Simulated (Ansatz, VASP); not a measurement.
## AlN: VASP beside Ansatz

Contents of INCAR:

```
SYSTEM = AlN
  PREC = Accurate
  ENCUT = 520
  EDIFF = 1E-7
  ISMEAR = 0
  SIGMA = 0.05
  LREAL = .False.
  LASPH = .True.
  NELM = 80
  ALGO = Normal
  ISIF = 2
  LWAVE = .False.
  LCHARG = .False.
  NBANDS = 16
```

Contents of KPOINTS:

```
Automatic mesh
0
Gamma
  8 8 6
  0 0 0
```

The input POSCAR:

```
AlN
1.0
    0.0000000000     -2.0221659415     -2.0221659415
    0.0000000000      2.0221659415     -2.0221659415
    4.0443318830      0.0000000000      0.0000000000
Al N
2 2
Direct
    0.5167537586      0.4832462414      0.0000000000
   -0.0167537586      0.0167537586      0.5000000000
    0.4931383696      0.5068616304      0.5000000000
    0.0068616304      0.9931383696      0.0000000000
```

Input for Ansatz:

```yaml
crystal:
  lattice:
    - [0.0, -2.0221659415, -2.0221659415]
    - [0.0, 2.0221659415, -2.0221659415]
    - [4.044331883, 0.0, 0.0]
  atoms:
    - { symbol: Al, position: [0.5167537586, 0.4832462414, 0.0] }
    - { symbol: Al, position: [-0.0167537586, 0.0167537586, 0.5] }
    - { symbol: "N", position: [0.4931383696, 0.5068616304, 0.5] }
    - { symbol: "N", position: [0.0068616304, 0.9931383696, 0.0] }
basis:
  ecutwfc: 520.0
kpoints:
  mp_grid: { grid: [8, 8, 6] }
hamiltonian:
  xc: lda
scf:
  occupations: { method: gaussian, width: 0.05 }
output:
  forces: true
  stress: true
  eigenvalues: true
```

Change from the starting cell: mode 4 frozen in at -0.067 Å, equal normal strain along x, y and z +0.0083.

Alike in both runs: task single point; functional LDA; k mesh 8 × 8 × 6; occupations gaussian, width 0.05 eV; no spin polarisation.

|  | VASP | Ansatz |
| --- | --- | --- |
| version | VASP 6.6.1 | Ansatz 0.2.0 |
| potentials or method | VASP PAW LDA potentials, release 64 (Al, N) | scalar-relativistic, plane waves, PAW |
| plane-wave cutoff (eV) | 520 | 520 |
| valence electrons in the cell | 16 | 16 |

```tsv
	VASP	Ansatz	Ansatz less VASP
gap on the k mesh at the Fermi level (eV)	4.42	4.43	+0.012
least direct gap on the mesh (eV)	4.46	4.47	+0.012
pressure (GPa)	-5.6	-6.1	-0.56
largest component of the traceless stress (GPa)	0.69	0.68	-0.007
rms of the force components (eV/Å)	0.299	0.296	-0.0027
```

Atom by atom the forces differ by 0.006 eV/Å (rms over components).

A k mesh can miss the band edges.
